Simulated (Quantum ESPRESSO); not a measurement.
# PbS (Cmcm) in Quantum ESPRESSO: convergence with k mesh

Aim: find how far k mesh must go before the results for PbS settle, at PBE. This setting moves, with any that are tied to it; all else stays.

All numbers are computed with Quantum ESPRESSO 7.5; they aren't measurements. Logs are shortened: lines on timing, memory, paths and dates and some standing lists are left out, and cuts for length are marked.

**1. The crystal as given**

The structure is orthorhombic, space group Cmcm (No. 63). Conventional cell: a = 4.160 Å, b = 11.983 Å, c = 4.279 Å, α = 90.00°, β = 90.00°, γ = 90.00°. Pb (site symmetry m2m) is surrounded by 5 S at 2.69 to 2.99 Å. S (site symmetry m2m) is surrounded by 5 Pb at 2.69 to 2.99 Å.

Measurements of this composition are mostly on another form, of space group No. 225.

**2. With k mesh 1 × 1 × 1**

pw.in

```
&CONTROL
  calculation = 'scf'
  prefix = 'pwscf'
  outdir = './tmp'
  pseudo_dir = './pseudo'
  tprnfor = .true.
  tstress = .true.
  disk_io = 'nowf'
/
&SYSTEM
  ibrav = 0
  nat = 4
  ntyp = 2
  ecutwfc = 45
  ecutrho = 360
  nbnd = 28
  occupations = 'smearing'
  smearing = 'fd'
  degauss = 0.00999582
/
&ELECTRONS
  conv_thr = 8d-10
  electron_maxstep = 120
  mixing_beta = 0.5
/
ATOMIC_SPECIES
Pb   207.2000 pb_pbe_v1.uspp.F.UPF
S     32.0600 s_pbe_v1.4.uspp.F.UPF
CELL_PARAMETERS angstrom
   2.0799526950   -5.9912968650    0.0000000000
   2.0799526950    5.9912968650    0.0000000000
   0.0000000000    0.0000000000    4.2793209400
ATOMIC_POSITIONS crystal
Pb     0.1305633500    0.8694366500    0.2500000000
Pb     0.8694366500    0.1305633500    0.7500000000
S      0.3547970900    0.6452029100    0.2500000000
S      0.6452029100    0.3547970900    0.7500000000
K_POINTS automatic
1 1 1 0 0 0
```

Potentials or basis: GBRV 1.5 PBE.

Command:

```bash
> OMP_NUM_THREADS=1 pw.x -in pw.in > pw.out
```

Wall time 26 s (1 thread of Arm Neoverse V1, shared host); peak memory 0.33 GiB.

What came out:

```
Free energy            : -5125.8975 eV
Pressure               : 0.3 GPa
Largest force          : 2.105 eV/Å
Band gap on the k mesh : 5.04 eV, direct
```

**3. With k mesh 2 × 2 × 2**

pw.in: that of step 2 with these lines changed.

```diff
@@ -38,2 +38,2 @@
 K_POINTS automatic
-1 1 1 0 0 0
+2 2 2 0 0 0
```

Potentials or basis: GBRV 1.5 PBE.

Command:

```bash
> OMP_NUM_THREADS=1 pw.x -in pw.in > pw.out
```

Wall time 42 s (1 thread of Arm Neoverse V1, shared host); peak memory 0.34 GiB.

Results:

* Free energy: -5123.9122 eV
* Pressure: 2.3 GPa
* Largest force: 0.760 eV/Å
* Band gap on the k mesh: 1.22 eV, indirect (least direct gap 1.57 eV)

**4. With k mesh 3 × 3 × 2**

pw.in: that of step 3 with these lines changed.

```diff
@@ -38,2 +38,2 @@
 K_POINTS automatic
-2 2 2 0 0 0
+3 3 2 0 0 0
```

Command:

```bash
> OMP_NUM_THREADS=1 pw.x -in pw.in > pw.out
```

Run time: 48 s. Hardware: 1 thread of Arm Neoverse V1, shared host; peak memory 0.34 GiB.

Results:

- Free energy: -5124.5704 eV
- Pressure: 1.1 GPa
- Largest force: 0.068 eV/Å
- Band gap on the k mesh: 1.73 eV, indirect (least direct gap 1.92 eV)

**5. With k mesh 4 × 4 × 3**

pw.in: that of step 4 with these lines changed.

```diff
@@ -38,2 +38,2 @@
 K_POINTS automatic
-3 3 2 0 0 0
+4 4 3 0 0 0
```

Command:

```bash
> OMP_NUM_THREADS=1 pw.x -in pw.in > pw.out
```

Run time: 62 s. Hardware: 1 thread of Arm Neoverse V1, shared host; peak memory 0.35 GiB.

What came out:

```
Free energy            : -5124.7345 eV
Pressure               : 0.8 GPa
Largest force          : 0.169 eV/Å
Band gap on the k mesh : 1.22 eV, indirect (least direct gap 1.42 eV)
```

**6. With k mesh 4 × 4 × 4**

pw.in: that of step 5 with these lines changed.

```diff
@@ -38,2 +38,2 @@
 K_POINTS automatic
-4 4 3 0 0 0
+4 4 4 0 0 0
```

Potentials or basis: GBRV 1.5 PBE.

Command:

```bash
> OMP_NUM_THREADS=1 pw.x -in pw.in > pw.out
```

Run time: 85 s. Hardware: 1 thread of Arm Neoverse V1, shared host; peak memory 0.36 GiB.

It converged, with:

```yaml
Free_energy: -5124.7345 eV
Pressure: 0.8 GPa
Largest_force: 0.058 eV/Å
Band_gap_on_the_k_mesh: 1.30 eV, indirect (least direct gap 1.65 eV)
```

**7. With k mesh 5 × 5 × 4**

pw.in: that of step 6 with these lines changed.

```diff
@@ -38,2 +38,2 @@
 K_POINTS automatic
-4 4 4 0 0 0
+5 5 4 0 0 0
```

Command:

```bash
> OMP_NUM_THREADS=1 pw.x -in pw.in > pw.out
```

Run time: 1.7 min. Hardware: 1 thread of Arm Neoverse V1, shared host; peak memory 0.37 GiB.

Results (log left out):

- Free energy: -5124.7280 eV
- Pressure: 0.9 GPa
- Largest force: 0.073 eV/Å
- Band gap on the k mesh: 1.31 eV, direct

**8. With k mesh 6 × 6 × 5**

pw.in: that of step 7 with these lines changed.

```diff
@@ -38,2 +38,2 @@
 K_POINTS automatic
-5 5 4 0 0 0
+6 6 5 0 0 0
```

Command:

```bash
> OMP_NUM_THREADS=1 pw.x -in pw.in > pw.out
```

Wall time 2.4 min (1 thread of Arm Neoverse V1, shared host); peak memory 0.39 GiB.

The run converged. Its results:

| Property | Result |
| --- | --- |
| Free energy | -5124.7197 eV |
| Pressure | 0.9 GPa |
| Largest force | 0.098 eV/Å |
| Band gap on the k mesh | 1.16 eV, indirect (least direct gap 1.23 eV) |

**9. With k mesh 7 × 7 × 6**

pw.in: that of step 8 with these lines changed.

```diff
@@ -38,2 +38,2 @@
 K_POINTS automatic
-6 6 5 0 0 0
+7 7 6 0 0 0
```

Potentials or basis: GBRV 1.5 PBE.

Command:

```bash
> OMP_NUM_THREADS=1 pw.x -in pw.in > pw.out
```

Wall time 3.7 min (1 thread of Arm Neoverse V1, shared host); peak memory 0.43 GiB.

It converged, with:

```yaml
Free_energy: -5124.7226 eV
Pressure: 0.9 GPa
Largest_force: 0.094 eV/Å
Band_gap_on_the_k_mesh: 1.26 eV, indirect (least direct gap 1.43 eV)
```

**10. With k mesh 8 × 8 × 7**

pw.in: that of step 9 with these lines changed.

```diff
@@ -38,2 +38,2 @@
 K_POINTS automatic
-7 7 6 0 0 0
+8 8 7 0 0 0
```

Potentials or basis: GBRV 1.5 PBE.

Command:

```bash
> OMP_NUM_THREADS=1 pw.x -in pw.in > pw.out
```

pw.out:

```text
This program is part of the open-source Quantum ESPRESSO suite
     for quantum simulation of materials; please cite
         "P. Giannozzi et al., J. Phys.:Condens. Matter 21 395502 (2009);
         "P. Giannozzi et al., J. Phys.:Condens. Matter 29 465901 (2017);
         "P. Giannozzi et al., J. Chem. Phys. 152 154105 (2020);
     in publications or presentations arising from this work. More details at

     Message from routine setup:
     using ibrav=0 with symmetry is DISCOURAGED, use correct ibrav instead

     G-vector sticks info
     --------------------
     sticks:   dense  smooth     PW     G-vecs:    dense   smooth      PW
     Sum        2551    1273    411                83019    29315    5313

     Using Slab Decomposition

     bravais-lattice index     =            0
     lattice parameter (alat)  =      11.9848  a.u.
     unit-cell volume          =     719.7402 (a.u.)^3
     number of atoms/cell      =            4
     number of atomic types    =            2
     number of electrons       =        40.00
     number of Kohn-Sham states=           28
     kinetic-energy cutoff     =      45.0000  Ry
     charge density cutoff     =     360.0000  Ry
     scf convergence threshold =      8.0E-10
     mixing beta               =       0.5000
     number of iterations used =            8  plain     mixing
     Exchange-correlation=  SLA  PW   PBX  PBC
                           (   1   4   3   4   0   0   0)

     celldm(1)=  11.984774  celldm(2)=   0.000000  celldm(3)=   0.000000
     celldm(4)=   0.000000  celldm(5)=   0.000000  celldm(6)=   0.000000

     crystal axes: (cart. coord. in units of alat)
               a(1) = (   0.327961  -0.944691   0.000000 )
               a(2) = (   0.327961   0.944691   0.000000 )
               a(3) = (   0.000000   0.000000   0.674752 )

     reciprocal axes: (cart. coord. in units 2 pi/alat)
               b(1) = (  1.524571 -0.529273  0.000000 )
               b(2) = (  1.524571  0.529273 -0.000000 )
               b(3) = ( -0.000000  0.000000  1.482027 )

     PseudoPot. # 1 for Pb read from file:
     pb_pbe_v1.uspp.F.UPF
     Pseudo is Ultrasoft + core correction, Zval = 14.0
     Generated by new atomic code, or converted to UPF format
     Using radial grid of  899 points,  6 beta functions with:
                l(1) =   0
                l(2) =   0
                l(3) =   1
                l(4) =   1
                l(5) =   2
                l(6) =   2
     Q(r) pseudized with  6 coefficients,  rinner =    1.000   1.000   1.000
                                                       1.000   1.000

     PseudoPot. # 2 for S  read from file:
     s_pbe_v1.4.uspp.F.UPF
     Pseudo is Ultrasoft + core correction, Zval =  6.0
     Generated by new atomic code, or converted to UPF format
     Using radial grid of  907 points,  6 beta functions with:
                l(1) =   0
                l(2) =   0
                l(3) =   1
                l(4) =   1
                l(5) =   2
                l(6) =   2
     Q(r) pseudized with  8 coefficients,  rinner =    1.300   1.300   1.300
                                                       1.300   1.300

     atomic species   valence    mass     pseudopotential
     Pb               14.00   207.20000     Pb( 1.00)
     S                 6.00    32.06000     S ( 1.00)

      8 Sym. Ops., with inversion, found ( 4 have fractional translation)

   Cartesian axes

     site n.     atom                  positions (alat units)
         1        Pb     tau(   1) = (   0.3279612   0.6980071   0.1686879  )
         2        Pb     tau(   2) = (   0.3279612  -0.6980071   0.5060637  )
         3        S      tau(   3) = (   0.3279612   0.2743438   0.1686879  )
         4        S      tau(   4) = (   0.3279612  -0.2743438   0.5060637  )

     number of k points=    84  Fermi-Dirac smearing, width (Ry)=  0.0100
                       cart. coord. in units 2pi/alat
        k(    1) = (   0.0000000   0.0000000   0.0000000), wk =   0.0044643
        k(    2) = (   0.0000000   0.0000000   0.2117181), wk =   0.0089286
        k(    3) = (   0.0000000   0.0000000   0.4234363), wk =   0.0089286
        k(    4) = (   0.0000000   0.0000000   0.6351544), wk =   0.0089286
        k(    5) = (   0.1905713   0.0661592   0.0000000), wk =   0.0178571
        k(    6) = (   0.1905713   0.0661592   0.2117181), wk =   0.0357143
[... 76 lines left out ...]
        k(   83) = (  -1.5245705   0.0000000   0.4234363), wk =   0.0089286
        k(   84) = (  -1.5245705   0.0000000   0.6351544), wk =   0.0089286

     Dense  grid:    83019 G-vectors     FFT dimensions: (  75,  75,  50)

     Smooth grid:    29315 G-vectors     FFT dimensions: (  54,  54,  36)

     Check: negative core charge=   -0.000002

     Initial potential from superposition of free atoms

     starting charge      39.9952, renormalised to      40.0000

     negative rho (up, down):  3.186E-02 0.000E+00
     Starting wfcs are   26 randomized atomic wfcs +    2 random wfcs

     Self-consistent Calculation

     iteration #  1     ecut=    45.00 Ry     beta= 0.50
     Davidson diagonalization with overlap
     ethr =  1.00E-02,  avg # of iterations =  3.8

     Threshold (ethr) on eigenvalues was too large:
     Diagonalizing with lowered threshold

     Davidson diagonalization with overlap
     ethr =  6.88E-04,  avg # of iterations =  1.0

     negative rho (up, down):  3.017E-02 0.000E+00

     total energy              =    -376.57635673 Ry
     estimated scf accuracy    <       0.26947197 Ry

     iteration #  2     ecut=    45.00 Ry     beta= 0.50
     Davidson diagonalization with overlap
     ethr =  6.74E-04,  avg # of iterations =  2.0
[... 73 lines left out ...]
     iteration # 10     ecut=    45.00 Ry     beta= 0.50
     Davidson diagonalization with overlap
     ethr =  1.17E-11,  avg # of iterations =  5.9

     negative rho (up, down):  3.094E-02 0.000E+00

     End of self-consistent calculation

          k = 0.0000 0.0000 0.0000 (  3693 PWs)   bands (ev):

    -8.7240  -8.6287  -8.6212  -8.6184  -8.5822  -8.5774  -8.5689  -8.5630
    -8.5480  -8.5047  -5.2926  -3.5077   0.8740   1.8146   3.4879   4.7496
     5.3033   6.0295   6.2044   7.1828  12.3352  12.4020  12.5551  13.2519
    13.4838  13.4943  13.7698  14.6459

          k = 0.0000 0.0000 0.2117 (  3697 PWs)   bands (ev):

    -8.7114  -8.6287  -8.6234  -8.6081  -8.5855  -8.5823  -8.5785  -8.5534
    -8.5443  -8.5124  -5.1777  -3.5111   0.5627   1.5278   3.6061   5.0775
     5.4527   6.1547   6.4746   7.0554  11.8830  12.0072  12.2940  12.4793
    13.0674  13.0803  13.6164  15.2579
[... 568 lines left out ...]
          k =-1.5246 0.0000 0.6352 (  3684 PWs)   bands (ev):

    -8.6684  -8.6470  -8.5999  -8.5952  -8.5876  -8.5858  -8.5578  -8.5482
    -8.5476  -8.5453  -4.2476  -3.9071  -0.5434  -0.1196   6.1975   6.3067
     6.4233   6.6469   6.9679   7.5821   9.0169   9.5933  10.7895  11.0851
    11.1872  11.5580  16.0339  16.3999

     the Fermi energy is     8.3286 ev

!    total energy              =    -376.66006623 Ry
     estimated scf accuracy    <          1.4E-10 Ry
     smearing contrib. (-TS)   =      -0.00014909 Ry
     internal energy E=F+TS    =    -376.65991714 Ry

     The total energy is F=E-TS. E is the sum of the following terms:
     one-electron contribution =     -79.54321356 Ry
     hartree contribution      =      65.50469840 Ry
     xc contribution           =    -143.65088772 Ry
     ewald contribution        =    -218.97051425 Ry

     convergence has been achieved in  10 iterations

     negative rho (up, down):  3.094E-02 0.000E+00

     Forces acting on atoms (cartesian axes, Ry/au):

     atom    1 type  1   force =    -0.00000000    0.00249276    0.00000000
     atom    2 type  1   force =    -0.00000000   -0.00249276    0.00000000
     atom    3 type  2   force =     0.00000000   -0.00357945    0.00000000
     atom    4 type  2   force =    -0.00000000    0.00357945    0.00000000

     Total force =     0.006169     Total SCF correction =     0.000018

     Computing stress (Cartesian axis) and pressure

     negative rho (up, down):  3.094E-02 0.000E+00
          total   stress  (Ry/bohr**3)                   (kbar)     P=        8.88
   0.00005363  -0.00000000   0.00000000            7.89       -0.00        0.00
  -0.00000000   0.00007878   0.00000000           -0.00       11.59        0.00
   0.00000000   0.00000000   0.00004862            0.00        0.00        7.15

=------------------------------------------------------------------------------=
   JOB DONE.
=------------------------------------------------------------------------------=
```

Run time: 4.7 min. Hardware: 1 thread of Arm Neoverse V1, shared host; peak memory 0.46 GiB.

What came out:

```yaml
Free_energy: -5124.7213 eV
Pressure: 0.9 GPa
Largest_force: 0.092 eV/Å
Band_gap_on_the_k_mesh: 1.21 eV, indirect (least direct gap 1.43 eV)
```

**11. Summary**

| k mesh | energy less the tightest run, at zero smearing (meV/atom) | pressure (GPa) | largest force (eV/Å) | gap on the mesh (eV) | SCF cycles | CPU time (s) | peak memory (GiB) |
| --- | --- | --- | --- | --- | --- | --- | --- |
| 1 × 1 × 1 | -294.31 | 0.31 | 2.105 | 5.040 | 12 | 26 | 0.33 |
| 2 × 2 × 2 | 203.03 | 2.29 | 0.760 | 1.216 | 11 | 42 | 0.34 |
| 3 × 3 × 2 | 37.70 | 1.09 | 0.068 | 1.732 | 11 | 48 | 0.34 |
| 4 × 4 × 3 | -3.25 | 0.84 | 0.169 | 1.223 | 10 | 62 | 0.35 |
| 4 × 4 × 4 | -3.31 | 0.79 | 0.058 | 1.298 | 10 | 85 | 0.36 |
| 5 × 5 × 4 | -1.62 | 0.86 | 0.073 | 1.308 | 10 | 100 | 0.37 |
| 6 × 6 × 5 | 0.46 | 0.89 | 0.098 | 1.161 | 10 | 140 | 0.39 |
| 7 × 7 × 6 | -0.34 | 0.89 | 0.094 | 1.260 | 10 | 220 | 0.43 |
| 8 × 8 × 7 | 0.00 | 0.89 | 0.092 | 1.213 | 10 | 280 | 0.46 |

Against the tightest run, the energy stays within 1 meV/atom from 6 × 6 × 5 on; the pressure stays within 0.1 GPa from 4 × 4 × 3 on; the largest force stays within 0.005 eV/Å from 7 × 7 × 6 on. Not settled before the last step: the gap on the mesh (to 0.01 eV). Meshes of other sizes hit other points, so gaps and Fermi surfaces needn't settle smoothly. The tightest run that finished is the yardstick and may itself not be fully converged.

Caveats: spin-orbit coupling is left out, which as a rule narrows the gap of such compounds by several tenths of an eV; an odd mesh through Γ misses points on the zone boundary, where band edges often lie.
